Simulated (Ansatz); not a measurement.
LaAlO₃:
```yaml
crystal:
  lattice:
    - [2.70656, 1.56263, 4.39780]
    - [-2.70656, 1.56263, 4.39780]
    - [0.00000, -3.12526, 4.39780]
  atoms:
    - { symbol: La, position: [0.25000, 0.25000, 0.25000] }
    - { symbol: La, position: [0.75000, 0.75000, 0.75000] }
    - { symbol: Al, position: [0.00000, 0.00000, 0.00000] }
    - { symbol: Al, position: [0.50000, 0.50000, 0.50000] }
    - { symbol: O, position: [0.78891, 0.71109, 0.25000] }
    - { symbol: O, position: [0.25000, 0.78891, 0.71109] }
    - { symbol: O, position: [0.71109, 0.25000, 0.78891] }
    - { symbol: O, position: [0.21109, 0.28891, 0.75000] }
    - { symbol: O, position: [0.75000, 0.21109, 0.28891] }
    - { symbol: O, position: [0.28891, 0.75000, 0.21109] }
```

Relaxed with PBE. Special points in fractions of this cell's reciprocal vectors: Γ (0.000, 0.000, 0.000); T (0.500, 0.500, 0.500); H2 (0.749, 0.251, 0.500); H0 (0.500, -0.251, 0.251); L (0.500, 0.000, 0.000); S0 (0.375, -0.375, 0.000); S2 (0.625, 0.000, 0.375); F (0.500, 0.000, 0.500).

### Question
List the band energies nearest the valence-band maximum at these points for DFT-PBE with spin–orbit coupling in the program Ansatz with PAW potentials.

### Answer
In eV from the valence-band maximum; about four levels below and three above (degenerate sets whole), none deeper than 8.9 eV; points with the same levels are listed once.

| k | below | above |
|---|---|---|
| Γ | -0.08 -0.08 -0.02 -0.02 | 4.02 4.02 4.03 4.03 |
| T | -0.50 -0.50 -0.50 -0.50 | 4.55 4.55 4.55 4.55 |
| H2 | -0.50 -0.50 -0.48 -0.48 | 4.49 4.49 4.51 4.51 |
| L | -0.22 -0.22 -0.22 -0.22 | 4.48 4.48 4.48 4.48 |
| S0 | -0.84 -0.84 -0.12 -0.12 | 4.48 4.48 4.51 4.51 |
| F | -0.85 -0.85 0.00 0.00 | 4.47 4.47 4.52 4.52 |

Space group R-3c. The cell was relaxed with PBE under the symmetry of its start.

Potentials: the later of the program's two PAW sets.
